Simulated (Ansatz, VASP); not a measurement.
# One calculation of AlNi, two programs

```
Al Ni
1.0
     1.94839   -1.95319    0.00000
     1.94839    1.95319    0.00000
     0.00000    0.00000    3.09943
Al Ni
1 1
Cartesian
  0.0000 0.0000 0.0000
  1.9484 0.0000 1.5497
```

Change from the starting cell: strain +0.0050 x Voigt [1, 0, 0, 0, 0, 0], atoms carried along.

Alike in both runs: task single point; functional PBE; k mesh 18 × 18 × 16; occupations gaussian, width 0.15 eV; no spin polarisation.

|  | VASP | Ansatz |
| --- | --- | --- |
| version | VASP 6.6.1 | Ansatz 0.2.0 |
| potentials or method | VASP PAW PBE potentials, release 64 (Al, Ni) | scalar-relativistic, plane waves, PAW |
| plane-wave cutoff (eV) | 520 | 420 |
| valence electrons in the cell | 13 | 21 |

|  | VASP | Ansatz | Ansatz less VASP |
| --- | --- | --- | --- |
| gap on the k mesh at the Fermi level (eV) | none | none | - |
| pressure (GPa) | 5.0 | 5.0 | -0.02 |
| largest component of the traceless stress (GPa) | 4.18 | 4.06 | -0.119 |

A gap of «none» marks a metal or a gap that the smearing closes. The two sets of potentials don't hold the same shells in valence.

Spin polarisation is off, so any magnetic state and its effect on volume and gap are missing.
